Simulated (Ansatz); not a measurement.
Zn:

```
Zn
1.0
    -1.54783    1.54783    1.54783
     1.54783   -1.54783    1.54783
     1.54783    1.54783   -1.54783
Zn
1
Direct
  0.00000 0.00000 0.00000
```

This isn't the form of Zn at room conditions, which is hcp.

The cell isn't the ideal one: volume scaled by 0.96.

Below is the output of Ansatz 0.2.0 for this cell. Logs are shortened: lines on timing, memory, paths and dates and some standing lists are left out, and cuts for length are marked.

```text
Warning: RAYON_NUM_THREADS=1 ignored (pool sized by the plan → 1); use --threads N
crystal.space_group: 229 is read as Im-3m: the typed cell holds Zn2 (Zn 2a). Least distances (Å): Zn–Zn 2.681
scf.n_extra_bands = 6 over 6 filled bands (N_el = 12.0): the run solves 12 bands
Engine: ansatz 0.2.0, aarch64-unknown-linux-gnu
Pseudopotentials: kind: paw
Pseudopotential: Zn, paw, valence charge 12, recommended cutoff 420 eV (normal), Zn.paw.azcp
Functional definition: PBE
  parameter kappa = 0.804
  parameter beta = 0.06672455060314922
  exchange = pbe_x(kappa = kappa, mu = beta*pi^2/3)
  correlation = pbe_c(beta = beta)
Crystal: 1 atoms, lattice volume = 14.833 Å³
Basis set: ecut = 420 eV, 321 PW (Γ), exchange–correlation on 36×36×36 points (8 copies of the dense FFT grid, shifted against one another)
Bands: 12, of which v1, the nominal top of the filled ones, is band 6 counted from 1 (5 counted from 0)
Symmetry: 48 space group operations
Space group: Im-3m (ITA 229), of the structure as read, at distance tolerance 2.5e-5 Å
k-points: 72 of 1728
Non-local potential: Zn, projectors of the file, l = 0: 2, l = 1: 2, l = 2: 3, l = 3: 1
PAW form: soft (Blöchl's): semilocal exchange-correlation on the pseudo side does not see the compensation charge
PAW one-centre angular grid: Zn, 590 points (default); XC on 64 Gauss nodes
Initial density: superposition of atomic densities (neutral atoms: chi_scale 0, normalization atom), corrected by the library's trained network
Initial wavefunctions: pseudopotential atomic-orbital guess
Functional: x = pbe(κ = 0.804, μ = 0.2195149727645171), c = pbe(β = 0.06672455060314922)
Partial waves of Zn: polarizable
SCF iter   1: F=—  HF=-3318.935567 eV  |F-HF|=—  |Δ(HF+E_count)|=         —  Δρ=2.89e-3  dr2=6.74e-4  ethr=1.77e-3  ⟨swp⟩=4.8  Hψ=5243  notcnv=0  defer=1
preconditioner: auto → none  [insulator: Δε(μ)=0.326 eV  Ē_g=21.412 eV  σ=0.100 eV  W_gap=0.54  n_scr=0 (ndim 8)  ℏωp=33.4 eV  f_vac=0.000  D(μ)=0.61/eV (n_scr^D=0)  ε∞_Penn≈3.4]
SCF iter   2: F=—  HF=-3318.935517 eV  |F-HF|=—  |Δ(HF+E_count)|=   4.99e-5  Δρ=1.89e-3  dr2=2.89e-4  ethr=5.62e-6  ⟨swp⟩=2.1  Hψ=1867  notcnv=0  defer=3
SCF iter   3: F=—  HF=-3318.935348 eV  |F-HF|=—  |Δ(HF+E_count)|=   1.69e-4  Δρ=2.34e-4  dr2=1.85e-6  ethr=2.41e-6  ⟨swp⟩=2.0  Hψ=1139  notcnv=0  defer=5
SCF iter   4: F=—  HF=-3318.935349 eV  |F-HF|=—  |Δ(HF+E_count)|=   1.11e-6  Δρ=1.76e-4  dr2=2.13e-6  ethr=1.54e-8  ⟨swp⟩=2.2  Hψ=1252  notcnv=0  defer=5
iter 5 did not close the SCF: its close was put off for the readings that it lacked (scf_convergence_deferred on its scf_iter line)
SCF iter   5: F=-3318.935349 eV  HF=-3318.935349 eV  |F-HF|=2.53e-8  |Δ(HF+E_count)|=   3.04e-7  Δρ=1.31e-5  dr2=5.38e-9  ethr=1.54e-8  ⟨swp⟩=2.3  Hψ=1188  notcnv=0  defer=5
SCF iter   6: F=-3318.935349 eV  HF=-3318.935349 eV  |F-HF|=3.61e-9  |Δ(HF+E_count)|=   2.87e-8  Δρ=6.80e-6  dr2=3.74e-9  ethr=4.48e-11  ⟨swp⟩=4.9  Hψ=3745  notcnv=0
SCF 1 converged in 6 iterations: F = -3318.935349 eV  dr2 = 3.74e-9
  greatest PAW one-centre occupation: 0.983 electrons in one spin orbital (limit 2), on the Zn atom at site 0 (counted from 0), in its partial waves of l = 2
NSCF: frozen V_eff on 195 k-points
SCF converged after 6 iterations
Free energy (F): -3318.935349 eV
Harris-Foulkes:  -3318.935349 eV  (|F-HF|=3.61e-9)
Internal energy: -3318.932284 eV  (E = F + TS)
E sigma→0 (E₀):  -3318.933817 eV
Entropy (-TS):   -0.003065 eV (-3.065 meV/atom)
Fermi energy:    11.518040 eV
--- Per-component energies (eV) ---
  E_band       = 53.173664
  E_kinetic    = 131.185179
  E_local      = -1514.532814  (includes V_loc(G=0)·N_el)
  E_nonlocal   = 610.732232
  E_hartree    = 635.186241
  E_xc         = -137.808670
  E_vxc        = -52.740534  (∫ρ·V_xc dr)
  E_paw        = -1824.871148  (= ΣΔE_a)
  E_vpaw       = -391.845630  (= ΣTr[D̂ρ^β])
  E_aug_tail   = -0.000365  (compensation charges beyond the density's cutoff)
  E_ewald      = -1218.822940
  E_smearing   = -0.003065  (= −TS)
  E_closure    = -0.000000  (closes the sum)
  Σ components = -3318.935349   (vs F -3318.935349, Δ=0.00e0)
--- Forces (eV/Å), atoms counted from 1 ---
  atom   1  Zn     0.00000000    -0.00000000     0.00000000
  max |Σ_I F_I| component: 1.27e-31 eV/Å
--- Stress (GPa, compression-positive) ---
        2.353458       0.000000       0.000000
        0.000000       2.353458      -0.000000
        0.000000       0.000000       2.353458
  P = ⅓ Tr σ = 2.3535 GPa (23.535 kbar)
--- Band table (eV; the first three rows and the last of 72) ---
  k-point 0: bands = ["0.8490", "3.6702", "3.6702", "3.6702", "4.2059", "4.2059", "31.1443", "31.1443", "31.1443", "32.1993", "32.1993", "32.1993"]
  k-point 1: bands = ["1.0737", "3.6481", "3.6751", "3.7249", "4.1855", "4.2073", "28.0977", "29.6124", "30.0271", "30.9666", "31.1626", "32.1237"]
  k-point 2: bands = ["1.7201", "3.5881", "3.7017", "3.8776", "4.1465", "4.2118", "23.8117", "27.5032", "28.1450", "29.5156", "30.2607", "32.8363"]
  k-point 71: bands = ["3.0682", "3.0682", "4.4792", "4.4792", "4.4792", "15.7469", "15.7469", "15.7469", "19.4490", "20.1859", "20.1859", "44.1215"]
```

**Question.** What input gives this log?

**Answer.** Projected density of states with PBE, no spin polarisation. The files as run (others can give the same):

input.yaml
```yaml
crystal:
  lattice: { a: 3.0956624, b: 3.0956624, c: 3.0956624, alpha: 90.0, beta: 90.0, gamma: 90.0 }
  space_group: 229
  reduce_to_primitive: true
  atoms:
    - { symbol: Zn, wyckoff: "2a", position: [0.0, 0.0, 0.0] }
hamiltonian:
  xc: pbe
  pseudopotentials: { kind: paw, partial_waves: polarizable }
kpoints:
  mp_grid: { grid: [12, 12, 12] }
scf:
  occupations: { method: gaussian, width: 0.1 }
  n_extra_bands: 6
output:
  forces: true
  stress: true
  eigenvalues: true
  dos: { projected: true, de: 0.05, nscf_kmesh: { grid: [18, 18, 18] } }
```

Potentials or basis: Ansatz PAW polarizable.
Command:
```console
$ ansatz run input.yaml --threads 1 --pin off --max-ram 2560MiB --backend cpu --events-out ev --progress --plain --runs-dir out
```
